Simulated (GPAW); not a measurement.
Crystal: BN.

```xyz
4
Lattice="2.5539 0.0000 0.0000 -1.2770 2.2118 0.0000 0.0000 0.0000 4.2269" Properties=species:S:1:pos:R:3 pbc="T T T"
N     0.0000    1.4745    0.5295
N     1.2770    0.7373    2.6430
B     0.0000    1.4745    2.1123
B     1.2770    0.7373    4.2257
```

Measurements of this composition are mostly on another form, of space group No. 194.

- Program: GPAW 26.7.0
- Task: relaxation of cell and atoms
- Functional: PBEsol
- Dispersion: D3
- Potentials or basis: PAW data sets generated in the run's folder for this functional
- Cutoff: 800 eV
- Basis: pw
- k mesh: 9 × 9 × 5
- Occupations: fermi-dirac, width 0.05 eV
- Spin: no spin polarisation

At the start: pressure -9.6 GPa; volume 5.97 Å³/atom.

Question: How do energy, volume and symmetry change on relaxing?

Answer: Over 4 steps the energy falls by 3.3 meV/atom and the volume is 5.82 Å³/atom (-2.5 %); space group P6_3mc (No. 186, to 0.05 Å).

Step by step:
```
step  energy change (eV)  largest force (eV/Å)  pressure (GPa)  volume (Å³)
   1              0.0000                0.0213           -9.55        23.88
   2             -0.0043                0.0048           -8.17        23.79
   3             -0.0130                0.0328            0.11        23.27
   4             -0.0132                0.0107           -0.01        23.28
```

Final structure:
```
N B
1.0
     2.53298    0.00000    0.00000
    -1.26649    2.19363    0.00000
     0.00000    0.00000    4.18951
N B
2 2
Direct
  0.33333 0.66667 0.12520
  0.66667 0.33333 0.62520
  0.33333 0.66667 0.49980
  0.66667 0.33333 0.99980
```

Caveat: later steps reuse the first step's grids.
